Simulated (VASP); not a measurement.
Input of a VASP 6.6.1 run:

INCAR

```
SYSTEM = SnSe2
PREC = Accurate
ENCUT = 520
EDIFF = 1E-7
ISMEAR = 0
SIGMA = 0.5
LREAL = .FALSE.
LASPH = .TRUE.
NELM = 100
ALGO = Fast
ISIF = 2
LWAVE = .FALSE.
LCHARG = .TRUE.
GGA = PS
LELF = .TRUE.
LVHAR = .TRUE.
NBANDS = 20
```

The input KPOINTS:

```
regular mesh
0
G
  9 9 4
  0 0 0
```

File POSCAR:

```
SnSe2
1.0
    3.8192700000      0.0000000000      0.0000000000
   -1.9096300000      3.3075800000      0.0000000000
    0.0000000000      0.0000000000      6.1533200000
Sn Se
1 2
Direct
    0.0000000000      0.0000000000      0.0000000000
    0.6666700000      0.3333300000      0.7418900000
    0.3333300000      0.6666700000      0.2581100000
```

Potentials or basis: VASP PAW PBE potentials, release 64 (Sn_d, Se).

Run with:

```sh
$ cat potpaw_PBE.64/Sn_d/POTCAR potpaw_PBE.64/Se/POTCAR > POTCAR
$ mpirun -np 1 vasp_std > vasp.out
```

(1) Predict the band gap on the k mesh.

(2) What does it give for the pressure?

Results:

(1) 0.61 eV, indirect (least direct gap 0.98 eV).

(2) 0.2 GPa.

Caveat: the PAW data sets were made with another functional, which shifts forces and pressure a little; spin-orbit coupling is left out, which moves the levels of the heavy elements; an odd mesh through Γ misses points on the zone boundary, where band edges often lie; this functional lacks dispersion, which binds the layers, so the pressure and a relaxed spacing across them are unreliable.
